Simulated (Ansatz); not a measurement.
Here is an Ansatz 0.2.0 calculation.

input.yaml

```yaml
crystal:
  lattice:
    - [-1.51435, 1.51435, 1.51435]
    - [1.51435, -1.51435, 1.51435]
    - [1.51435, 1.51435, -1.51435]
  atoms:
    - { symbol: V, position: [0.0, 0.0, 0.0], spin: 2.0 }
kpoints:
  mp_grid: { grid: [12, 12, 12] }
scf:
  occupations: { method: fermi_dirac, width: 0.05 }
hamiltonian:
  xc: pbesol
  pseudopotentials: { kind: all_electron, lapw: { basis_error: 0.001 } }
magnetization:
  spin_polarized: true
output:
  forces: true
  stress: true
relax:
  f_tol: 0.02
  max_steps: 60
  cell: {}
```

Potentials or basis: all-electron LAPW, scalar-relativistic.

Launch:

```sh
$ ansatz run input.yaml --threads 2 --pin off --max-ram 6144MiB --backend cpu --events-out ev --progress --plain --runs-dir out
```

(1) Estimate the net moment.

(2) Estimate the absolute moment.

(3) Estimate the space group after relaxing (to 0.05 Å).

## Answers

(1) 0.00 μB per cell.

(2) 0.00 μB per cell.

(3) Im-3m (No. 229).

Caveat: the starting moments weren't kept.
